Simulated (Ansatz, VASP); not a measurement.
# Cross-check of CoO between VASP and Ansatz, part 3 of 3

Aim: how closely do two programs agree when they are given the same cell, functional and k mesh? The cell is taken from a series of runs on this material, whose earlier steps may have relaxed, scaled, displaced or heated it; both programs get it as it stands.

VASP 6.6.1 and Ansatz 0.2.0.

So far. Step 6 (Ansatz: single point, PBE, DFT+U, pair 2): The run ends at a pressure of 87.48 GPa. Step 7 (VASP: single point, PBE, DFT+U, pair 2): The run ends at a pressure of 67.93 GPa.

## Step 9: Ansatz: single point, PBE, DFT+U, pair 3

Level of this step: Ansatz beside VASP: Kohn-Sham DFT, plane waves, PBE, DFT+U (Ansatz).

With cell and atoms fixed, the geometry can't cause a difference; cores, projectors, grids and the points listed under the comparison can. The cell compared in this pair holds 16.29 Å³, against 15.33 Å³ for the pair before.

The cell is taken from a series of runs on this material, whose earlier steps may have relaxed, scaled, displaced or heated it; both programs get it as it stands.

Contents of input.yaml:

```yaml
crystal:
  lattice:
    - [-1.4284805, 1.4284805, 1.99612866]
    - [1.4284805, -1.4284805, 1.99612866]
    - [1.4284805, 1.4284805, -1.99612866]
  atoms:
    - { symbol: Co, position: [0.0, 0.0, 0.0], spin: 3.0 }
    - { symbol: O, position: [0.5, 0.5, 0.0] }
magnetization:
  spin_polarized: true
kpoints:
  mp_grid: { grid: [7, 7, 7] }
hamiltonian:
  xc: pbe
  hubbard: { sites: [{ species: Co, l: d, u_eff: 3.5 }] }
scf:
  occupations: { method: fermi_dirac, width: 0.05 }
  max_iter: 120
  convergence: { dr2_threshold: 1.0e-08 }
basis:
  ecutwfc: 420.0
output:
  stress: true
```

Command:

```
> ansatz run input.yaml --threads 1 --pin off --max-ram 2560MiB --backend cpu --events-out ev --progress --plain --runs-dir out
```

Numbers of over 12 decimals in the logs are rounded to 6 here.

Log:

```text
[...]
Crystal: 2 atoms, lattice volume = 16.293 Å³
Basis set: ecut = 420 eV, 331 PW (Γ)
Bands: 17, of which v1, the nominal top of the filled ones, is band 12 counted from 1 (11 counted from 0)
Symmetry: 16 space group operations
[...]
k-points: 40 of 343
[...]
k-point 1 ↑: bands = [... 8 lower, 12.2548, 12.3064, 14.2887, 14.5214, 14.8037, 21.3944, 32.4635, 35.4433, ... 1 higher]
  k-point 2 ↑: bands = [... 8 lower, 12.1043, 12.4169, 14.2673, 14.7126, 14.9010, 24.1936, 30.3221, 30.7767, ... 1 higher]
  k-point 99 ↓: bands = [... 8 lower, 15.8907, 15.9305, 19.2211, 21.0394, 21.5242, 24.8150, 29.2895, 31.3772, ... 1 higher]
Occupation matrices written to <dir>
[key lines of the parts left out:]
SCF converged after 2 iterations
Magnetization: 3.0000 μB (13.0000 up, 10.0000 down)
Free energy (F): -5690.778825 eV
Fermi energy:    17.756866 eV
P = ⅓ Tr σ = 59.8677 GPa (598.677 kbar)
```

The run ends at a pressure of 59.87 GPa.

## Step 10: VASP: single point, PBE, DFT+U, pair 3

The same cell, functional, mesh and smearing now go to VASP, with its own data sets.

Contents of INCAR:

```
SYSTEM = CoO
PREC = Accurate
ENCUT = 600
EDIFF = 1E-06
NELM = 200
ISMEAR = -1
SIGMA = 0.05
LREAL = .FALSE.
ALGO = Normal
GGA = PE
NBANDS = 16
ISPIN = 2
MAGMOM = 2.53 0.27
LDAU = .TRUE.
LDAUTYPE = 2
LDAUL = 2 -1
LDAUU = 3.5 0
LDAUJ = 0 0
LDAUPRINT = 1
LASPH = .TRUE.
LMAXMIX = 4
LORBIT = 11
LWAVE = .FALSE.
LCHARG = .FALSE.
ISIF = 2
GGA_COMPAT = .FALSE.
KPAR = 2
```

Contents of POSCAR:

```
CoO
1.0
   -1.4284805000      1.4284805000      1.9961286600
    1.4284805000     -1.4284805000      1.9961286600
    1.4284805000      1.4284805000     -1.9961286600
Co O
1 1
Direct
    0.0000000000      0.0000000000      0.0000000000
    0.5000000000      0.5000000000      0.0000000000
```

Contents of KPOINTS:

```
Automatic mesh
0
Gamma
7 7 7
0 0 0
```

Potentials, in the order of the species: Co and O (PBE family, release 64).

Command:

```
> mpirun -np 2 vasp_std
```

Log:

```text
[... set-up lines as in an earlier step ...]
 entering main loop
       N       E                     dE             d eps       ncg     rms          rms(c)
DAV:   1     0.814820599298E+02    0.81482E+02   -0.76499E+03  2648   0.128E+03
DAV:   2    -0.838800080852E+01   -0.89870E+02   -0.77687E+02  2920   0.255E+02
DAV:   3    -0.125494804183E+02   -0.41615E+01   -0.41224E+01  3016   0.595E+01
DAV:   4    -0.125907190939E+02   -0.41239E-01   -0.41230E-01  3424   0.554E+00
[...]
DAV:  13    -0.110785102292E+02   -0.58176E-03   -0.69006E-04  3240   0.568E-01    0.398E-02
DAV:  14    -0.110785296253E+02   -0.19396E-04   -0.75693E-05  3232   0.103E-01    0.145E-02
DAV:  15    -0.110785300210E+02   -0.39571E-06   -0.27555E-06  3168   0.239E-02
   1 F= -.11078530E+02 E0= -.11072127E+02  d E =-.128067E-01  mag=     2.9997
```

OUTCAR, selected parts (step 10):

```text
  Total        4.7192364      4.7192364      3.8106534      0.0000000      0.0000000      0.0000000
  in kB      464.0717856    464.0717856    374.7251820      0.0000000      0.0000000      0.0000000
  external PRESSURE =     434.2895844 kB  Pullay stress =       0.0000000 kB

 POSITION                                       TOTAL-FORCE (eV/Angst)
 -----------------------------------------------------------------------------------
      0.00000      0.00000      0.00000         0.000000     -0.000000      0.000000
      0.00000      0.00000      1.99613        -0.000000      0.000000     -0.000000
 -----------------------------------------------------------------------------------
    total drift:                               -0.000000      0.000000     -0.000000

  FREE ENERGIE OF THE ION-ELECTRON SYSTEM (eV)
  ---------------------------------------------------
  free  energy   TOTEN  =       -11.0785300210 eV

  energy  without entropy=      -11.0657233444  energy(sigma->0) =      -11.07212668

 magnetization (x)
# of ion       s       p       d       tot
------------------------------------------
    1        0.021   0.022   2.691   2.734
    2        0.028   0.238   0.000   0.267
--------------------------------------------------
tot          0.050   0.260   2.691   3.001

[... 1 part as in an earlier step ...]

[... 2 further parts left out ...]
[key lines of the parts left out:]
E-fermi :  10.2760
```

The run ends at a pressure of 43.43 GPa.

## Step 11: Side by side

What differs besides the data sets and the points named for the pairs above, as far as they apply: the data sets hold 23 valence electrons in Ansatz (on its default PAW (the set named soft_2) files) and 15 in VASP. Total energies have different zeros and are not compared.

The two programs side by side:

```
          quantity  Ansatz   VASP  difference
    pressure (GPa)   59.87  43.43      +16.44
 total moment (μB)    3.00   3.00        0.00
moment on Co1 (μB)    2.53   2.73       -0.21
 moment on O2 (μB)    0.27   0.27        0.00
```

## Step 12: Summary of results

```json
{"difference in total moment (single point, PBE, DFT+U, pair 1)": "0.0062 μB", "difference in pressure (single point, PBE, DFT+U, pair 1)": "20 GPa", "difference in total moment (single point, PBE, DFT+U, pair 2)": "0.0062 μB", "difference in pressure (single point, PBE, DFT+U, pair 2)": "20 GPa", "difference in total moment (single point, PBE, DFT+U, pair 3)": "2.5e-4 μB", "difference in pressure (single point, PBE, DFT+U, pair 3)": "16 GPa"}
```

**Reading.** The difference in pressure is 20 GPa (single point, PBE, DFT+U, pair 2). The data sets hold unlike numbers of valence electrons (23 in Ansatz and 15 in VASP), so part of the differences comes from the potentials. By the marks of this series, far apart in the single point, PBE, DFT+U, pair 1 pair: the difference in pressure, 20 GPa. Single point, PBE, DFT+U, pair 1, VASP with the data sets Co_sv and O: the difference in total moment goes from 0.0062 to 0.0032 μB. By the marks of this series, far apart in the single point, PBE, DFT+U, pair 2 pair: the difference in pressure, 20 GPa. What causes the difference of the single point, PBE, DFT+U, pair 2 pair stays open here. By the marks of this series, far apart in the single point, PBE, DFT+U, pair 3 pair: the difference in pressure, 16 GPa. 5 further runs of this series are not shown here. How closely two codes agree says nothing of how well the functional describes the real material.

[Lines on the potential files, build, host, timing and source positions are cut from VASP's logs without a mark.]

[Logs are printed without paths, hosts, clocks, repeated set-up lines and the standing remarks that a program may print on its own settings, such as how far it seeks lower states.]

[Hosts, paths, dates, database ids (printed as entryN), source tags and the programs' standing remarks are cut or masked in the printed files.]
